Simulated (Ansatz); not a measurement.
Take RuO2 in the rutile structure (space group P4_2/mnm, No. 136; a = 4.480 Å, c = 3.107 Å) as the base. Axes: x, y, z lie along a, b, c of the conventional cell.

Computed with Kohn–Sham DFT with the r2SCAN functional, run in Ansatz (a first-principles code) with PAW and 500 eV plane waves, no spin-orbit coupling.

Strains are applied to the cell and any free atomic positions relax.

One change was made to it. Results:

The energy grows by 14 meV/atom; the shortest interatomic distance shrinks by 0.0338 Å to 1.901 Å; the pressure (mean of the normal stresses, compression positive) goes from zero to 0.6 GPa; the band gap is still zero.

Question: What was done to the base?
A) tensor shear ε_xy = −2.09 %
B) uniaxial strain ε_yy = +1.33 %
C) isotropic strain +0.67 %
D) strain tensor (xx, yy, zz, yz, xz, xy) = (−1.60, +0.39, −0.06, −0.35, +0.05, −0.42) %
E) isotropic strain +0.91 %

Answer: A, tensor shear ε_xy = −2.09 %. For comparison, the energy relative to the base in the other runs: isotropic strain +0.67 % gives +3.7 meV/atom; uniaxial strain ε_yy = +1.33 % gives +1.9 meV/atom; isotropic strain +0.91 % gives +6.8 meV/atom; strain tensor (xx, yy, zz, yz, xz, xy) = (−1.60, +0.39, −0.06, −0.35, +0.05, −0.42) % gives +2.6 meV/atom.

Without a gap, meshes like the base's 11×11×15 leave anisotropic stresses uncertain by several tenths of a GPa, and small strain energies with them. Stability against distortions was not tested. Starting moments died away, wholly or in part, for the base; another magnetic solution may exist. No Hubbard U is applied, and correlation can decide whether such a compound is a metal. The final runs are not spin-polarised.
